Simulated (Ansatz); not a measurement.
A (001) slab of SiNi2 (Pnma (No. 62)), 24 planes, outer planes Ni (top) and Ni (bottom), with 24 atoms (Si8Ni16) in a surface cell of A = 18.733 Å², as cut from the bulk:

```
CELL_PARAMETERS angstrom
3.73067 0.00000 0.00000
0.00000 5.02129 0.00000
0.00000 0.00000 28.29774
ATOMIC_POSITIONS crystal
Ni 0.75000 0.83064 0.26504
Si 0.75000 0.28699 0.27861
Ni 0.25000 0.54058 0.30093
Ni 0.25000 0.04058 0.32399
Si 0.75000 0.78699 0.34631
Ni 0.75000 0.33064 0.35988
Ni 0.25000 0.66936 0.39006
Si 0.25000 0.21301 0.40364
Ni 0.75000 0.95942 0.42595
Ni 0.75000 0.45942 0.44902
Si 0.25000 0.71301 0.47134
Ni 0.25000 0.16936 0.48491
Ni 0.75000 0.83064 0.51509
Si 0.75000 0.28699 0.52866
Ni 0.25000 0.54058 0.55098
Ni 0.25000 0.04058 0.57405
Si 0.75000 0.78699 0.59636
Ni 0.75000 0.33064 0.60994
Ni 0.25000 0.66936 0.64012
Si 0.25000 0.21301 0.65369
Ni 0.75000 0.95942 0.67601
Ni 0.75000 0.45942 0.69907
Si 0.25000 0.71301 0.72139
Ni 0.25000 0.16936 0.73496
```

Computed with Ansatz 0.2.0, DFT PBE, scalar-relativistic, plane waves, PAW. Plane waves to 420 eV, a k mesh through Γ of 9×7×1 on the computed 24-atom cell and Gaussian smearing (0.10 eV); no spin polarisation. The cell repeats along c with a dipole correction in the vacuum.

Against the same 24 atoms in the bulk, the slab as cut lies 5.022 eV higher and the relaxed slab 4.706 eV higher.

Problem. Work out the surface energy before and after relaxation.

Solution. The slab has two faces, so γ = (E_slab − N·E_bulk)/(2A), the mean of both. As cut: 5.022/(2 × 18.733) = 0.1340 eV/Å², and 1 eV/Å² = 16.02 J/m², so γ = 2.15 J/m². Relaxed: 4.706/(2 × 18.733) = 0.1256 eV/Å² = 2.01 J/m². Relaxation recovers 6 % of the cost of cutting.

Problem. What is the ideal work of this cut, per area?

Solution. Griffith's ideal work is 2γ: 4.29 J/m² if the new faces stay rigid, 4.02 J/m² if they relax. Other cuts parallel to this plane can cost less. One thickness was run, 24 planes, so γ can still shift with it.

The slab was run without spin polarisation; whether its Ni atoms carry moments at the surface wasn't tested.